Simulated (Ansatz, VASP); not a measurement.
# Au in VASP and in Ansatz

The input INCAR:

```
ALGO = Fast
EDIFF = 1E-6
ENCUT = 520
GGA = PE
ISIF = 2
ISMEAR = 0
IVDW = 12
LASPH = True
LCHARG = False
LREAL = False
LWAVE = False
NBANDS = 12
NELM = 60
PREC = Accurate
SIGMA = 0.1
```

File KPOINTS:

```
k-points
0
Gamma
  8 8 8
```

The input POSCAR:

```
Au
1.0
    0.0000000000      2.0350000000      2.0350000000
    2.0350000000      0.0000000000      2.0350000000
    2.0350000000      2.0350000000      0.0000000000
Au
1
Direct
    0.0000000000      0.0000000000      0.0000000000
```

Input for Ansatz:

```yaml
crystal:
  lattice:
    - [0.0, 2.035, 2.035]
    - [2.035, 0.0, 2.035]
    - [2.035, 2.035, 0.0]
  atoms:
    - { symbol: Au, position: [0.0, 0.0, 0.0] }
basis:
  ecutwfc: 420
kpoints:
  mp_grid: { grid: [8, 8, 8] }
hamiltonian:
  xc: pbe
  dispersion: d3bj
scf:
  occupations: { method: gaussian, width: 0.1 }
output:
  forces: true
  stress: true
  eigenvalues: true
```

Alike in both runs: task single point; functional PBE; dispersion D3(BJ); k mesh 8 × 8 × 8; occupations gaussian, width 0.1 eV; no spin polarisation.

|  | VASP | Ansatz |
| --- | --- | --- |
| version | VASP 6.6.1 | Ansatz 0.2.0 |
| potentials or method | VASP PAW PBE potentials, release 64 (Au) | scalar-relativistic, plane waves, PAW |
| plane-wave cutoff (eV) | 520 | 420 |
| valence electrons in the cell | 11 | 19 |

```tsv
	VASP	Ansatz	Ansatz less VASP
gap on the k mesh at the Fermi level (eV)	none	none	-
pressure (GPa)	4.9	5.2	+0.25
```

A gap of «none» marks a metal or a gap that the smearing closes. The two sets of potentials don't hold the same shells in valence.

Caveats: pairwise dispersion overbinds metals, which lowers pressure and volume. The runs have no spin-orbit coupling, so splittings on Au are missing.
